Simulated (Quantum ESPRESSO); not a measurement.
# MoS2 under changes of volume

One of the cells (18.982 Å³/atom); the others are scaled copies at fixed shape and fractional positions:

```xyz
3
Lattice="3.2275 0.0000 0.0000 -1.6137 2.7951 0.0000 0.0000 0.0000 6.3125" Properties=species:S:1:pos:R:3 pbc="T T T"
Mo    0.0000    0.0000    3.1562
S     1.6137    0.9317    4.7008
S     0.0000    1.8634    1.6117
```

Measurements of this composition are mostly on another form, of space group No. 194.

| Property | Result |
| --- | --- |
| Program | Quantum ESPRESSO 7.5 |
| Functional | PBEsol |
| Potentials or basis | GBRV 1.5 PBEsol |
| Cutoff | 612 eV |
| Density cutoff | 4898 eV |
| k mesh | 9 × 9 × 4 |
| Occupations | fermi-dirac, width 0.05 eV |
| Spin | no spin polarisation |

| volume (Å³/atom) | energy over the lowest point (meV/atom) | pressure (GPa) | largest force (eV/Å) |
| --- | --- | --- | --- |
| 17.843 | ? | ? | ? |
| 18.222 | 1.19 | 1.9 | 0.684 |
| 18.602 | 0.00 | -1.1 | 0.330 |
| 18.982 | 5.46 | -3.7 | 0.003 |
| 19.361 | 16.92 | -6.1 | 0.300 |
| 19.741 | 33.72 | -8.2 | 0.580 |
| 20.120 | 55.29 | -10.1 | 0.841 |

Task: What does the run at 17.843 Å³/atom give?

Result: Energy over the lowest point 9.84 meV/atom; pressure 5.2 GPa; largest force 1.065 eV/Å.

Worked out: A Birch-Murnaghan fit of order 3 (a polynomial in V^(-2/3)) to the other rows has its minimum at 18.48 Å³/atom with B0 = V·E''(V) = 142 GPa and B' = 4.4 at fixed shape and positions, which overstates the stiffness. It gives 9.82 meV/atom at 17.843 Å³/atom, against the run's 9.84, and -dE/dV = 5.3 GPa, against 5.2.

Energies are extrapolated to zero smearing.

Caveats: this functional lacks dispersion, which binds the layers, so the pressure and a relaxed spacing across them are unreliable; forces of over 1 eV/Å show positions far from the minimum, so gaps and moduli don't describe the material at rest (some runs).
